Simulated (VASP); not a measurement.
A run of VASP 6.6.1 is set up as follows.

File INCAR:

```
SYSTEM = MnO
PREC = Accurate
ENCUT = 520
EDIFF = 1E-6
ISMEAR = -1
SIGMA = 0.05
LREAL = .False.
LASPH = .True.
NELM = 150
ALGO = Normal
ISIF = 2
LWAVE = .False.
LCHARG = .False.
ISPIN = 2
MAGMOM = 4 0
LORBIT = 11
LMAXMIX = 4
LDAU = .True.
LDAUTYPE = 2
LDAUL = 2 -1
LDAUU = 3 0
LDAUJ = 0 0
LDAUPRINT = 1
METAGGA = R2SCAN
LMIXTAU = .True.
```

Contents of KPOINTS:

```
regular mesh
0
Gamma
  7 7 7
  0 0 0
```

The input POSCAR:

```
MnO
1.0
    0.0000000000      2.2220003300      2.2220003300
    2.2220003300      0.0000000000      2.2220003300
    2.2220003300      2.2220003300      0.0000000000
Mn O
1 1
Direct
    0.0000000000      0.0000000000      0.0000000000
    0.5000000000      0.5000000000      0.5000000000
```

Potentials or basis: VASP PAW PBE potentials, release 64 (Mn_pv, O).

The run is started by

```console
$ cat potpaw_PBE.64/Mn_pv/POTCAR potpaw_PBE.64/O/POTCAR > POTCAR
$ mpirun -np 1 vasp_std > vasp.out
```

(1) What does it give for the band gap on the k mesh?

(2) What does it give for the site moments?

(3) Predict the pressure.

(4) What does it give for the net moment?

## Answers

(1) 0.75 eV, indirect (least direct gap 3.21 eV).

(2) Mn +4.63; O +0.17 μB.

(3) 3.0 GPa.

(4) 5.00 μB per cell.

Caveat: the PAW data sets were made with another functional, which shifts forces and pressure a little; an odd mesh through Γ misses points on the zone boundary, where band edges often lie; a cell with one magnetic atom can't hold antiferromagnetic order, which such compounds often take.
